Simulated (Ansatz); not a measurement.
## Ti: energy along a strain

Ti, Im-3m, a = 3.252 Å. This isn't the element's structure at ambient conditions. Ansatz: r2SCAN, PAW, 500 eV, Γ-centred 26×26×26 mesh on 1 atom, Gaussian smearing 0.15 eV; no spin polarisation. Cell vectors (Å): -1.626 1.626 1.626; 1.626 -1.626 1.626; 1.626 1.626 -1.626. The cell is strained by x per cent times the pattern (1 0 0 0 0 0) in the order xx yy zz yz xz xy (engineering shears), with fractional coordinates held. y is the free energy over the start, V0 = 17.192 Å³/atom. Points with a strain past 8.5 % were computed too (3) and aren't used here.

| x (%) | y (meV/atom) |
| --- | --- |
| -7.50 | ? |
| -5.00 | 13.14 |
| -2.50 | 3.34 |
| 0.00 | 0.00 |
| 2.50 | 2.42 |
| 5.00 | 9.83 |
| 7.50 | 21.56 |

**Question.** Fit y = c1 x + c2 x² + c3 x³ to the other rows, get the stiffness along the pattern, and predict the missing energy.

**Answer.** Least squares on the rows shown. y = −0.13710 x + 0.45954 x² − 0.0077333 x³. The clamped-ion stiffness p·C·p = 2 × 4.595 eV × 160.2 / 17.192 Å³ = 86 GPa, which is C11 in these axes; c1 is there for the stress left in the start, which by itself gives a slope of -0.13 meV/atom per %. The pressures of the same runs give B = −dP/dε = 111 GPa; in a cubic crystal a longitudinal stiffness under B means a negative shear constant, so this lattice is unstable. At x = -7.50 the fit asked for gives 30.14 meV/atom. The run gave 30.70 meV/atom, so the fit is 0.56 meV/atom too low, 1.8 % of the span of the series, against an rms of 0.006 meV/atom on the fitted rows. The row lies outside the fitted range. With a term in x⁴ added, a fit to the same known rows predicts 30.15 meV/atom, no real gain.

Cost: 10 runs of about 5.2 core-minutes in all, on Arm Neoverse V1 (shared hosts).